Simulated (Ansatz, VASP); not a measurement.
One calculation of Rh, two programs

Contents of INCAR:

```
ALGO = Normal ; EDIFF = 1E-7
ENCUT = 520 ; GGA = PS
ISIF = 2 ; ISMEAR = -1
LASPH = T ; LCHARG = T
LELF = T ; LREAL = F
LVHAR = T ; LWAVE = F
NBANDS = 14 ; NELM = 60
PREC = Accurate ; SIGMA = 0.1
```

Contents of KPOINTS:

```
k-points
0
Gamma
  14 14 14
```

The input POSCAR:

```
Rh
1.0
    2.4669991336      0.0000000000      0.0000000000
    0.0000000000      2.4669991336      0.0000000000
    0.0000000000      0.0000000000      2.4669991336
Rh
1
Direct
    0.0000000000      0.0000000000      0.0000000000
```

Input for Ansatz:

```yaml
crystal:
  lattice:
    - [2.4669991336, 0.0, 0.0]
    - [0.0, 2.4669991336, 0.0]
    - [0.0, 0.0, 2.4669991336]
  atoms:
    - { symbol: Rh, position: [0.0, 0.0, 0.0] }
hamiltonian:
  xc: pbesol
  pseudopotentials:
    kind: paw
    azcp:
      Rh: "pseudopotentials/Rh.paw.azcp"
basis:
  ecutwfc: 420
  fft_grid_basis: typed
kpoints:
  mp_grid: { grid: [14, 14, 14], shift: [0, 0, 0] }
magnetization:
  spin_polarized: false
scf:
  occupations: { method: fermi_dirac, width: 0.1 }
  lower_state_search: "off"
output:
  stress: true
```

Alike in both runs: task single point; functional PBEsol; k mesh 14 × 14 × 14; occupations fermi-dirac, width 0.1 eV; no spin polarisation.

|  | VASP | Ansatz |
| --- | --- | --- |
| version | VASP 6.6.1 | Ansatz 0.2.0 |
| potentials or method | VASP PAW PBE potentials, release 64 (Rh_pv) | plane waves (420 eV) with PAW, scalar-relativistic |
| plane-wave cutoff (eV) | 520 | 420 |
| valence electrons in the cell | 15 | 17 |

|  | VASP | Ansatz | Ansatz less VASP |
| --- | --- | --- | --- |
| pressure (GPa) | 9.3 | 9.3 | -0.05 |

The two sets of potentials don't hold the same shells in valence. Ansatz warned: «pseudo_functional_mismatch».

Caveats: the PAW data sets were made with another functional, which shifts forces and pressure a little (VASP).
